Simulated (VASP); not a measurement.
# ZrC (P6_3/mmc) in VASP: further runs, part 2 of 2

VASP 6.6.1. Earlier steps stand in the parts before.

## 3. Single point, PBE (kmesh displaced: [2, 2, 1] Gamma-centred)

Input file INCAR:

```
SYSTEM = ZrC
PREC = Accurate ; ENCUT = 520
EDIFF = 1E-7 ; ISMEAR = 0
SIGMA = 0.1 ; LREAL = .FALSE.
LASPH = .TRUE. ; NELM = 100
ALGO = Normal ; ISIF = 2
LWAVE = .FALSE. ; LCHARG = .FALSE.
GGA = PE ; NBANDS = 24
```

Input file KPOINTS:

```
Automatic mesh
0
G
  2 2 1
  0 0 0
```

Input file POSCAR:

```
ZrC
1.0
    3.3610163770      0.0225336783     -0.0297603838
   -1.6609934507      2.8995745932      0.0295385661
   -0.0464204950      0.0264013670      5.3327853363
Zr C
2 2
Direct
    0.3369645723      0.6759919446      0.2460342711
    0.6890409237      0.3277515126      0.7461068543
    0.0336259924      0.0176998178     -0.0007423614
    0.0184618993      0.0045035743      0.4908744823
```

Potentials or basis: VASP PAW PBE potentials, release 64 (Zr_sv, C).

Run with:

```bash
$ cat potpaw_PBE.64/Zr_sv/POTCAR potpaw_PBE.64/C/POTCAR > POTCAR
$ mpirun -np 1 vasp_std > vasp.out
```

OUTCAR:

```text
SYSTEM = ZrC
   PREC = Accurate
   ENCUT = 520
   EDIFF = 1E-7
   ISMEAR = 0
   LREAL = .FALSE.
   LASPH = .TRUE.
   NELM = 100
   ISIF = 2
   GGA = PE

 ion  position               nearest neighbor table
   1  0.337  0.676  0.246-   3 2.26   4 2.30   3 2.34   4 2.34   4 2.37   3 2.44   2 3.26   2 3.26
                             2 3.29   2 3.29   2 3.32   2 3.38
   2  0.689  0.328  0.746-   3 2.31   4 2.35   3 2.36   4 2.38   4 2.38   3 2.43   1 3.26   1 3.26
                             1 3.29   1 3.29   1 3.32   1 3.38
   3  0.034  0.018  0.999-   1 2.26   2 2.31   1 2.34   2 2.36   2 2.43   1 2.44
   4  0.018  0.005  0.491-   1 2.30   1 2.34   2 2.35   1 2.37   2 2.38   2 2.38

  LATTYP: Found a triclinic cell.
 ALAT       =     3.3612236661
 B/A-ratio  =     1.0057795566
 C/A-ratio  =     1.5866402394
 COS(alpha) =     0.0001636879
 COS(beta)  =     0.0175241643
 COS(gamma) =     0.5086329162

  Lattice vectors:

 A1 = (  -3.3610163770,  -0.0225336783,   0.0297603838)
 A2 = (  -1.7000229263,  -2.9221082715,   0.0002218177)
 A3 = (  -0.0464204950,   0.0264013670,   5.3327853363)

Analysis of symmetry for initial positions (statically):
=====================================================================
 Subroutine PRICEL returns:
 Original cell was already a primitive cell.

 Routine SETGRP: Setting up the symmetry group for a
 triclinic supercell.

 Subroutine GETGRP returns: Found  1 space group operations
 (whereof  1 operations were pure point group operations)
 out of a pool of  2 trial point group operations.

The static configuration has the point symmetry C_1 .

Analysis of symmetry for dynamics (positions and initial velocities):
=====================================================================
 Subroutine PRICEL returns:
 Original cell was already a primitive cell.

 Routine SETGRP: Setting up the symmetry group for a
 triclinic supercell.

 Subroutine GETGRP returns: Found  1 space group operations
 (whereof  1 operations were pure point group operations)
 out of a pool of  2 trial point group operations.

The dynamic configuration has the point symmetry C_1 .

 Subroutine INISYM returns: Found  1 space group operations
 (whereof  1 operations are pure point group operations),
 and found     1 'primitive' translations

----------------------------------------------------------------------------------------

                                     Primitive cell

  volume of cell :      52.1650

  direct lattice vectors                    reciprocal lattice vectors
     3.361016377  0.022533678 -0.029760384     0.296406202  0.169775724  0.001739618
    -1.660993451  2.899574593  0.029538566    -0.002318662  0.343567487 -0.001721105
    -0.046420495  0.026401367  5.332785336     0.001666981 -0.000955579  0.187538509

  length of vectors
     3.361223666  3.341751725  5.333052722     0.341589607  0.343579622  0.187548352

  position of ions in fractional coordinates (direct lattice)
     0.336964572  0.675991945  0.246034271
     0.689040924  0.327751513  0.746106854
     0.033625992  0.017699818  0.999257639
     0.018461899  0.004503574  0.490874482

  ion indices of the primitive-cell ions
   primitive index   ion index
                 1           1
                 2           2
                 3           3
[... 22 lines left out ...]

 Subroutine IBZKPT returns following result:
 ===========================================

 Found      4 irreducible k-points:

 Following reciprocal coordinates:
            Coordinates               Weight
  0.000000  0.000000  0.000000      1.000000
  0.500000 -0.000000  0.000000      1.000000
  0.000000  0.500000  0.000000      1.000000
  0.500000  0.500000  0.000000      1.000000
   k-points           NKPTS =      4   k-points in BZ     NKDIM =      4   number of bands    NBANDS=     24
   number of dos      NEDOS =    301   number of ions     NIONS =      4
   total plane-waves  NPLWV =  31360
   dimension x,y,z NGX =    28 NGY =   28 NGZ =   40
   dimension x,y,z NGXF=    56 NGYF=   56 NGZF=   80
   ions per type =               2   2
   NGX,Y,Z   is equivalent  to a cutoff of  13.85, 13.93, 12.47 a.u.
   NGXF,Y,Z  is equivalent  to a cutoff of  27.70, 27.86, 24.94 a.u.
 SYSTEM =  ZrC
   PREC   = accura    normal or accurate (medium, high low for compatibility)
   ISTART =      0    job   : 0-new  1-cont  2-samecut
   ICHARG =      2    charge: 1-file 2-atom 10-const
   ISPIN  =      1    spin polarized calculation?
   LNONCOLLINEAR =      F non collinear calculations
   LSORBIT =      F    spin-orbit coupling
   LASPH  =      T    aspherical Exc in radial PAW
   ENCUT  =  520.0 eV  38.22 Ry    6.18 a.u.   6.25  6.21  9.92*2*pi/ulx,y,z
   NELM   =    100;   NELMIN=  2; NELMDL= -5     # of ELM steps
   EDIFF  = 0.1E-06   stopping-criterion for ELM
   LREAL  =      F    real-space projection
   EDIFFG = 0.1E-05   stopping-criterion for IOM
   NSW    =      0    number of steps for IOM
   IBRION =     -1    ionic relax: 0-MD 1-quasi-New 2-CG
   NFREE  =      0    steps in history (QN), initial steepest desc. (CG)
   ISIF   =      2    stress and relaxation
   ISYM   =      2    0-nonsym 1-usesym 2-fastsym
   POTIM  = 0.5000    time-step for ionic-motion
   TEBEG  =    0.0;   TEEND  =   0.0 temperature during run
   PSTRESS=    0.0 pullay stress
   NELECT =      32.0000    total number of electrons
   NUPDOWN=      -1.0000    fix difference up-down
   EMIN   =  10.00;   EMAX   =-10.00  energy-range for DOS
   EFERMI =   0.00;   METHOD = LEGACY
   ISMEAR =     0;   SIGMA  =   0.10  broadening in eV -4-tet -1-fermi 0-gaus
   EFERMI_NEDOS =   21; number of points for ismear=-14 and -15
   IALGO  =     38    algorithm
   IMIX   =      4    mixing-type and parameters
     AMIX     =   0.40;   BMIX     =  1.00
     AMIX_MAG =   1.60;   BMIX_MAG =  1.00
  volume/ion in A,a.u.               =      13.04        88.01
  Fermi-wavevector in a.u.,A,eV,Ry     =   1.391015  2.628637 26.326215  1.934922
  Thomas-Fermi vector in A             =   2.514895
   LORBIT       =      0    0 simple, 1 ext, 2 COOP (PROOUT), +10 PAW based schemes
   GGA     = PE    functional components
   LHFCALC =     F    Hartree Fock is set to
   AEXX    =    0.0000 exact exchange contribution
   IVDW    =     0    specifies the selected vdW correction
   LEPSILON=     F    determine dielectric tensor
   LRPA    =     F    only Hartree local field effects (RPA)
 non-spin polarized calculation
 Gauss-broadening in eV      SIGMA  =   0.10
  energy-cutoff  :      520.00
  volume of cell :       52.16
 maximum number of plane-waves:      1409
 NGX is ok and might be reduce to    28
   NGX = 13   NGY = 13   NGZ = 19

 number of electron      32.0000000 magnetization

 Free energy of the ion-electron system (eV)
  ---------------------------------------------------
  ext. energy  EPLUGINS =         0.00000000
  ---------------------------------------------------
  free energy    TOTEN  =       -37.06224201 eV

  energy without entropy =      -37.05795318  energy(sigma->0) =      -37.06009759

 E-fermi :  10.8279     XC(G=0): -12.1059

 val. band max:       10.6899517221   @ k =   0.0000   0.0000   0.0000
 cond. band min:      10.9680905520   @ k =   0.5000   0.5000   0.0000
 fundamental gap:      0.2781388298
 Fermi energy:        10.8278979774

 k-point     1 :       0.0000    0.0000    0.0000
  band No.  band energies     occupation
      1     -38.3936      2.00000
      2     -38.2557      2.00000
      3     -16.8894      2.00000
      4     -16.3419      2.00000
      5     -16.2029      2.00000
      6     -16.1983      2.00000
[... 97 lines left out ...]
     23      14.8432      0.00000
     24      15.5099      0.00000

------------------------ aborting loop because EDIFF is reached ----------------------------------------

  FORCE on cell =-STRESS in cart. coord.  units (eV):
  Direction    XX          YY          ZZ          XY          YZ          ZX
  --------------------------------------------------------------------------------------
  -------------------------------------------------------------------------------------
  Total        5.7760349      4.5327703     -7.5256321     -1.2203532     -0.6547148      1.1716576
  in kB      177.4030971    139.2179071   -231.1396062    -37.4814961    -20.1086782     35.9858768
  external PRESSURE =      28.4937993 kB  Pullay stress =       0.0000000 kB

 VOLUME and BASIS-vectors are now :
 -----------------------------------------------------------------------------
  energy-cutoff  :      520.00
  volume of cell :       52.16
      direct lattice vectors                 reciprocal lattice vectors
     3.361016377  0.022533678 -0.029760384     0.296406202  0.169775724  0.001739618
    -1.660993451  2.899574593  0.029538566    -0.002318662  0.343567487 -0.001721105
    -0.046420495  0.026401367  5.332785336     0.001666981 -0.000955579  0.187538509

 POSITION                                       TOTAL-FORCE (eV/Angst)
 -----------------------------------------------------------------------------------
     -0.00170      1.97418      1.32199         0.583464      0.137193      0.091073
      1.73685      0.98556      3.96800         0.093266      0.446454      0.019107
      0.03723      0.07846      5.32835        -0.529589     -0.459397     -0.133523
      0.03178      0.02643      2.61731        -0.147141     -0.124249      0.023342
 -----------------------------------------------------------------------------------
    total drift:                                0.000046     -0.000018     -0.000046

  FREE ENERGIE OF THE ION-ELECTRON SYSTEM (eV)
  ---------------------------------------------------
  free  energy   TOTEN  =       -37.0622420056 eV

  energy  without entropy=      -37.0579531816  energy(sigma->0) =      -37.06009759
```

stdout:

```text
POSCAR found type information on POSCAR ZrC
 POSCAR found :  2 types and       4 ions
 scaLAPACK will be used
 LDA part: xc-table for (Slater+PW92), standard interpolation
 POSCAR, INCAR and KPOINTS ok, starting setup
 FFT: planning ... GRIDC
 FFT: planning ... GRID_SOFT
 FFT: planning ... GRID
 WAVECAR not read
 entering main loop
```

It took 7 s on 1 thread of Intel Xeon Platinum 8488C (Sapphire Rapids), shared host; peak memory 0.16 GiB.

Results:

* Free energy: -37.0622 eV
* Pressure: 2.8 GPa
* Largest force: 0.714 eV/Å
* Band gap on the k mesh: 0.28 eV, indirect (least direct gap 0.34 eV)

Forces on the atoms (eV/Å):
```
Zr   0.583  0.137  0.091
Zr   0.093  0.446  0.019
C   -0.530 -0.459 -0.134
C   -0.147 -0.124  0.023
```

Caveat: the k mesh is coarse (spacing up to 1.18 Å⁻¹), so the values aren't converged; an odd mesh through Γ misses points on the zone boundary, where band edges often lie.
